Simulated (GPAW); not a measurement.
Crystal: FePt (Tetraferroplatinum).

```
CELL_PARAMETERS angstrom
2.72350 0.00000 0.00000
0.00000 2.72350 0.00000
0.00000 0.00000 3.72000
ATOMIC_POSITIONS crystal
Pt 0.50000 0.50000 0.50000
Fe 0.00000 0.00000 0.00000
```

```yaml
Program: GPAW 26.7.0
Task: relaxation of cell and atoms
Functional: RPBE
Dispersion: D3
Potentials_or_basis: the program's PAW data sets (release 1.2.1) made for this functional
Cutoff: 600 eV
Basis: pw
k_mesh: 7 × 7 × 5
Occupations: fermi-dirac, width 0.05 eV
Spin: collinear spin, ferromagnetic start
Starting_moments: "[0.0, 3.0] μB"
```

At the start: pressure 2.9 GPa; volume 13.80 Å³/atom.

Task: Where does the relaxation end?

Result: Over 7 steps the energy falls by 2.5 meV/atom and the volume is 14.00 Å³/atom (+1.5 %); space group P4/mmm (No. 123, to 0.05 Å); moment 3.28 μB per cell.

Step by step:
```
step  energy change (eV)  largest force (eV/Å)  pressure (GPa)  volume (Å³)
   1              0.0000                0.0000            2.95        27.59
   2             -0.0024                0.0000            1.89        27.74
   3             -0.0042                0.0000           -0.02        28.02
   4             -0.0043                0.0000           -0.07        28.03
   5             -0.0045                0.0000           -0.30        28.05
   6             -0.0048                0.0000           -0.26        28.03
   7             -0.0049                0.0000           -0.10        28.00
```

Final structure:
```
Pt Fe
1.0
     2.72456    0.00000    0.00000
     0.00000    2.72456    0.00000
     0.00000    0.00000    3.77148
Pt Fe
1 1
Direct
  0.50000 0.50000 0.50000
  0.00000 0.00000 0.00000
```

Caveat: each step starts from the last one's moments, so a moment once lost doesn't come back; later steps reuse the first step's grids; pairwise dispersion overbinds metals, which lowers pressure and volume.
